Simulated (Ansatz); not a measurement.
Runs of Ansatz 0.2.0 on I. Symmetry: Fmmm, No. 69, orthorhombic system. Conventional cell: a = 4.384 Å, b = 4.731 Å, c = 7.820 Å, α = 90.00°, β = 90.00°, γ = 90.00°. I (site symmetry mmm) has 4 I at 3.23 Å as nearest neighbours. 

```tsv
task	level	spin	cell	k mesh	points for each segment of the path	gap on the mesh (eV)	pressure (GPa)	relaxed volume (Å³/atom)
relaxation of cell and atoms	LDA	off	relaxed	9 × 9 × 9	-	none	0.0	35.14
band structure	PBEsol	off	as given	9 × 9 × 9	14	none	-1.4	-
relaxation of cell and atoms	PBEsol	off	relaxed	9 × 9 × 9	-	none	0.0	(a)
band structure	LDA	SOC, no magnetisation	as given	7 × 7 × 7	14	none	-1.7	-
```

Alike in all rows: potentials or basis Ansatz PAW; cutoff (eV) 420; smearing fermi-dirac 0.05 eV.

Q: Fill in the values left out.

A: (a) 37.41.

Caveats: the PAW data sets come from PBE, with cores solved anew for the run's functional, which leaves a small shift of forces and pressure; an odd number of electrons without spin polarisation forces a metal (some runs); a magnetic or distorted state may lie lower (some runs); the plane-wave basis is chosen anew once the cell has moved, so the energies of steps on either side of that aren't comparable (some runs); spin-orbit coupling is left out, which moves the levels of the heavy elements (some runs).

A k mesh can miss the band edges, and rows without SOC leave out spin-orbit coupling on I.

A gap of «none» marks a metal or a gap under the smearing width.
